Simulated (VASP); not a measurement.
# Mo (Im-3m) in VASP: notebook

The runs below take Mo through relaxation of cell and atoms, with PBE.

Everything below comes from runs of VASP 6.6.1. Logs are shortened: lines on timing, memory, paths and dates and some standing lists are left out, and cuts for length are marked.

### Step 1. The crystal as given

The structure is cubic, space group Im-3m (No. 229). The conventional cell has a = 3.147 Å, b = 3.147 Å, c = 3.147 Å, α = 90.00°, β = 90.00°, γ = 90.00°. Around Mo (site symmetry m-3m) lie 8 Mo at 2.73 Å.

### Step 2. Relaxation of cell and atoms, PBE

Input file INCAR:

```
  PREC = Accurate
  ENCUT = 250
  EDIFF = 1E-7
  ISMEAR = 0
  SIGMA = 0.1
  LREAL = F
  LASPH = T
  NELM = 100
  ALGO = Normal
  ISIF = 3
  LWAVE = F
  LCHARG = F
  GGA = PE
  IBRION = 2
  NSW = 80
  EDIFFG = -0.002
```

Input file KPOINTS:

```
regular mesh
0
Gamma
  18 18 18
```

Input file POSCAR:

```
Mo
1.0
   -1.5734150000      1.5734150000      1.5734150000
    1.5734150000     -1.5734150000      1.5734150000
    1.5734150000      1.5734150000     -1.5734150000
Mo
1
Direct
    0.0000000000      0.0000000000      0.0000000000
```

Potentials or basis: VASP PAW PBE potentials, release 64 (Mo_sv).

Command:

```
$ cat potpaw_PBE.64/Mo_sv/POTCAR > POTCAR
$ mpirun -np 1 vasp_std > vasp.out
```

OUTCAR:

```text
PREC = Accurate
   ENCUT = 250
   EDIFF = 1E-7
   ISMEAR = 0
   LREAL = F
   LASPH = T
   NELM = 100
   ISIF = 3
   GGA = PE
   IBRION = 2
   NSW = 80
   EDIFFG = -0.002

 ion  position               nearest neighbor table
   1  0.000  0.000  0.000-

  LATTYP: Found a body centered cubic cell.
 ALAT       =     3.1468300000

  Lattice vectors:

 A1 = (  -1.5734150000,   1.5734150000,   1.5734150000)
 A2 = (   1.5734150000,  -1.5734150000,   1.5734150000)
 A3 = (   1.5734150000,   1.5734150000,  -1.5734150000)

Analysis of symmetry for initial positions (statically):
=====================================================================
 Subroutine PRICEL returns:
 Original cell was already a primitive cell.

 Routine SETGRP: Setting up the symmetry group for a
 body centered cubic supercell.

 Subroutine GETGRP returns: Found 48 space group operations
 (whereof 48 operations were pure point group operations)
 out of a pool of 48 trial point group operations.

The static configuration has the point symmetry O_h .

Analysis of symmetry for dynamics (positions and initial velocities):
=====================================================================
 Subroutine PRICEL returns:
 Original cell was already a primitive cell.

 Routine SETGRP: Setting up the symmetry group for a
 body centered cubic supercell.

 Subroutine GETGRP returns: Found 48 space group operations
 (whereof 48 operations were pure point group operations)
 out of a pool of 48 trial point group operations.

The dynamic configuration has the point symmetry O_h .

 Subroutine INISYM returns: Found 48 space group operations
 (whereof 48 operations are pure point group operations),
 and found     1 'primitive' translations

----------------------------------------------------------------------------------------

                                     Primitive cell

  volume of cell :      15.5808

  direct lattice vectors                    reciprocal lattice vectors
    -1.573415000  1.573415000  1.573415000     0.000000000  0.317780115  0.317780115
     1.573415000 -1.573415000  1.573415000     0.317780115  0.000000000  0.317780115
     1.573415000  1.573415000 -1.573415000     0.317780115  0.317780115  0.000000000

  length of vectors
     2.725234721  2.725234721  2.725234721     0.449408949  0.449408949  0.449408949

  position of ions in fractional coordinates (direct lattice)
     0.000000000  0.000000000  0.000000000

  ion indices of the primitive-cell ions
   primitive index   ion index
                 1           1

----------------------------------------------------------------------------------------

 KPOINTS: regular mesh

Automatic generation of k-mesh.
 Grid dimensions read from file:
 generate k-points for:   18   18   18

 Generating k-lattice:

  Cartesian coordinates                     Fractional coordinates (reciprocal lattice)
     0.000000000  0.017654451  0.017654451     0.055555556  0.000000000  0.000000000
     0.017654451  0.000000000  0.017654451     0.000000000  0.055555556  0.000000000
     0.017654451  0.017654451  0.000000000     0.000000000  0.000000000  0.055555556

  Length of vectors
     0.024967164  0.024967164  0.024967164

  Shift w.r.t. Gamma in fractional coordinates (k-lattice)
     0.000000000  0.000000000  0.000000000

 Subroutine IBZKPT returns following result:
 ===========================================

 Found    195 irreducible k-points:

 Following reciprocal coordinates:
            Coordinates               Weight
  0.000000  0.000000  0.000000      1.000000
  0.055556  0.000000  0.000000     12.000000
  0.111111  0.000000  0.000000     12.000000
  0.166667  0.000000  0.000000     12.000000
  0.222222  0.000000  0.000000     12.000000
  0.277778  0.000000  0.000000     12.000000
[... 16 lines left out ...]
  0.333333  0.111111 -0.000000     48.000000
  0.388889  0.111111  0.000000     48.000000
 [... further k-points ...]
   k-points           NKPTS =    195   k-points in BZ     NKDIM =    195   number of bands    NBANDS=     11
   number of dos      NEDOS =    301   number of ions     NIONS =      1
   total plane-waves  NPLWV =   2744
   dimension x,y,z NGX =    14 NGY =   14 NGZ =   14
   dimension x,y,z NGXF=    28 NGYF=   28 NGZF=   28
   ions per type =               1
   NGX,Y,Z   is equivalent  to a cutoff of   8.54,  8.54,  8.54 a.u.
   NGXF,Y,Z  is equivalent  to a cutoff of  17.08, 17.08, 17.08 a.u.
 SYSTEM =  unknown system
   PREC   = accura    normal or accurate (medium, high low for compatibility)
   ISTART =      0    job   : 0-new  1-cont  2-samecut
   ICHARG =      2    charge: 1-file 2-atom 10-const
   ISPIN  =      1    spin polarized calculation?
   LNONCOLLINEAR =      F non collinear calculations
   LSORBIT =      F    spin-orbit coupling
   LASPH  =      T    aspherical Exc in radial PAW
   ENCUT  =  250.0 eV  18.37 Ry    4.29 a.u.   3.51  3.51  3.51*2*pi/ulx,y,z
   NELM   =    100;   NELMIN=  2; NELMDL= -5     # of ELM steps
   EDIFF  = 0.1E-06   stopping-criterion for ELM
   LREAL  =      F    real-space projection
   EDIFFG = -.2E-02   stopping-criterion for IOM
   NSW    =     80    number of steps for IOM
   IBRION =      2    ionic relax: 0-MD 1-quasi-New 2-CG
   NFREE  =      1    steps in history (QN), initial steepest desc. (CG)
   ISIF   =      3    stress and relaxation
   ISYM   =      2    0-nonsym 1-usesym 2-fastsym
   POTIM  = 0.5000    time-step for ionic-motion
   TEBEG  =    0.0;   TEEND  =   0.0 temperature during run
   PSTRESS=    0.0 pullay stress
   NELECT =      14.0000    total number of electrons
   NUPDOWN=      -1.0000    fix difference up-down
   EMIN   =  10.00;   EMAX   =-10.00  energy-range for DOS
   EFERMI =   0.00;   METHOD = LEGACY
   ISMEAR =     0;   SIGMA  =   0.10  broadening in eV -4-tet -1-fermi 0-gaus
   EFERMI_NEDOS =   21; number of points for ismear=-14 and -15
   IALGO  =     38    algorithm
   IMIX   =      4    mixing-type and parameters
     AMIX     =   0.40;   BMIX     =  1.00
     AMIX_MAG =   1.60;   BMIX_MAG =  1.00
  volume/ion in A,a.u.               =      15.58       105.14
  Fermi-wavevector in a.u.,A,eV,Ry     =   1.579747  2.985289 33.954710  2.495601
  Thomas-Fermi vector in A             =   2.680079
   LORBIT       =      0    0 simple, 1 ext, 2 COOP (PROOUT), +10 PAW based schemes
   GGA     = PE    functional components
   LHFCALC =     F    Hartree Fock is set to
   AEXX    =    0.0000 exact exchange contribution
   IVDW    =     0    specifies the selected vdW correction
   LEPSILON=     F    determine dielectric tensor
   LRPA    =     F    only Hartree local field effects (RPA)
 conjugate gradient relaxation of ions
 non-spin polarized calculation
 Gauss-broadening in eV      SIGMA  =   0.10
  energy-cutoff  :      250.00
  volume of cell :       15.58
 maximum number of plane-waves:       148
 NGX is ok and might be reduce to    14
   NGX =  7   NGY =  7   NGZ =  7

--------------------------------------- Ionic step        1  -------------------------------------------

 number of electron      13.9999984 magnetization

 Free energy of the ion-electron system (eV)
  ---------------------------------------------------
  ext. energy  EPLUGINS =         0.00000000
  ---------------------------------------------------
  free energy    TOTEN  =       -10.92218303 eV

  energy without entropy =      -10.91970120  energy(sigma->0) =      -10.92094211

------------------------ aborting loop because EDIFF is reached ----------------------------------------

  FORCE on cell =-STRESS in cart. coord.  units (eV):
  Direction    XX          YY          ZZ          XY          YZ          ZX
  --------------------------------------------------------------------------------------
  -------------------------------------------------------------------------------------
  Total       -0.1158873     -0.1158873     -0.1158873      0.0000000      0.0000000     -0.0000000
  in kB      -11.9167166    -11.9167166    -11.9167166      0.0000000      0.0000000     -0.0000000
  external PRESSURE =     -11.9167166 kB  Pullay stress =       0.0000000 kB
[... 55 lines left out ...]
  energy  without entropy=      -10.9172434925  energy(sigma->0) =      -10.91838825

--------------------------------------- Ionic step        3  -------------------------------------------

 number of electron      13.9999982 magnetization

 Free energy of the ion-electron system (eV)
  ---------------------------------------------------
  ext. energy  EPLUGINS =         0.00000000
  ---------------------------------------------------
  free energy    TOTEN  =       -10.92239197 eV

  energy without entropy =      -10.91995258  energy(sigma->0) =      -10.92117228

 E-fermi :  12.7349     XC(G=0): -13.4299

 val. band max:       12.7329106796   @ k =  -0.3889   0.4444   0.2778
 cond. band min:      12.7359364780   @ k =   0.3889   0.1111   0.0000
 fundamental gap:      0.0030257984
 Fermi energy:        12.7348870069

 k-point     1 :       0.0000    0.0000    0.0000
  band No.  band energies     occupation
      1     -48.5440      2.00000
      2     -21.8151      2.00000
      3     -21.8151      2.00000
      4     -21.8151      2.00000
      5       5.4461      2.00000
      6      11.3340      2.00000
      7      11.3340      2.00000
      8      11.3341      2.00000
      9      14.3851      0.00000
     10      14.3851      0.00000
     11      27.5605      0.00000
[... 309 lines left out ...]
 k-point    24 :       0.3889    0.1111    0.0000
  band No.  band energies     occupation
      1     -48.2715      2.00000
      2     -23.1567      2.00000
      3     -22.3081      2.00000
      4     -21.8868      2.00000
      5       7.7608      2.00000
      6       9.4369      2.00000
      7      12.7359      0.98816
      8      14.2914      0.00000
      9      15.4443      0.00000
     10      18.1626      0.00000
     11      24.5202      0.00000

 [... further k-points ...]

------------------------ aborting loop because EDIFF is reached ----------------------------------------

  FORCE on cell =-STRESS in cart. coord.  units (eV):
  Direction    XX          YY          ZZ          XY          YZ          ZX
  --------------------------------------------------------------------------------------
  -------------------------------------------------------------------------------------
  Total       -0.0000450     -0.0000450     -0.0000450     -0.0000000     -0.0000000      0.0000000
  in kB       -0.0046430     -0.0046430     -0.0046430     -0.0000000     -0.0000000      0.0000000
  external PRESSURE =      -0.0046430 kB  Pullay stress =       0.0000000 kB
[... 16 lines left out ...]
  FREE ENERGIE OF THE ION-ELECTRON SYSTEM (eV)
  ---------------------------------------------------
  free  energy   TOTEN  =       -10.9223919744 eV

  energy  without entropy=      -10.9199525766  energy(sigma->0) =      -10.92117228

 reached required accuracy - stopping structural energy minimisation
```

Wall time 15 s (1 thread of AMD EPYC 9R14 (Zen 4), shared host); peak memory 0.08 GiB.

These settings aren't checked as converged: the numbers below hold their error.

What came out:

```
Free energy                            : -10.9224 eV
Relaxed volume                         : 15.53 Å³/atom
Relaxed cell                           : a = 2.722 Å, b = 2.722 Å, c = 2.722 Å, α = 109.47°, β = 109.47°, γ = 109.47°
Space group after relaxing (to 0.05 Å) : Im-3m (No. 229)
Energy gained by relaxing              : 0.2 meV/atom
Ionic steps                            : 3
Band gap on the k mesh                 : none (metal or under the smearing width)
```

Caveat: the cutoff is under 1.25 times the usual one of these potentials, so pressure, stress and relaxed cells hold a basis-set (Pulay) error.

### Step 3. Relaxation of cell and atoms, PBE

This run uses another cell than the first one, of 15.53 Å³/atom, 0.996 times its volume.

INCAR is that of step 2.

KPOINTS is that of step 2.

Input file POSCAR:

```
Mo                                      
1.0
   -1.5715481136      1.5715481136      1.5715481136
    1.5715481136     -1.5715481136      1.5715481136
    1.5715481136      1.5715481136     -1.5715481136
  Mo            
     1
Direct
     0.0000000000000000    0.0000000000000000    0.0000000000000000
```

Potentials or basis: VASP PAW PBE potentials, release 64 (Mo_sv).

Command:

```
$ cat potpaw_PBE.64/Mo_sv/POTCAR > POTCAR
$ mpirun -np 1 vasp_std > vasp.out
```

Run time: 14 s. Hardware: 1 thread of AMD EPYC 9R14 (Zen 4), shared host; peak memory 0.09 GiB.

The run converged, but some of its settings lie outside the range that counts as converged, so its numbers aren't taken as properties of the crystal.

Results:

```
Free energy                            : -10.9205 eV
Relaxed volume                         : 15.51 Å³/atom
Relaxed cell                           : a = 2.721 Å, b = 2.721 Å, c = 2.721 Å, α = 109.47°, β = 109.47°, γ = 109.47°
Space group after relaxing (to 0.05 Å) : Im-3m (No. 229)
Energy gained by relaxing              : 0.0 meV/atom
Ionic steps                            : 3
Band gap on the k mesh                 : none (metal or under the smearing width)
```

Caveat: the cutoff is under 1.25 times the usual one of these potentials, so pressure, stress and relaxed cells hold a basis-set (Pulay) error.
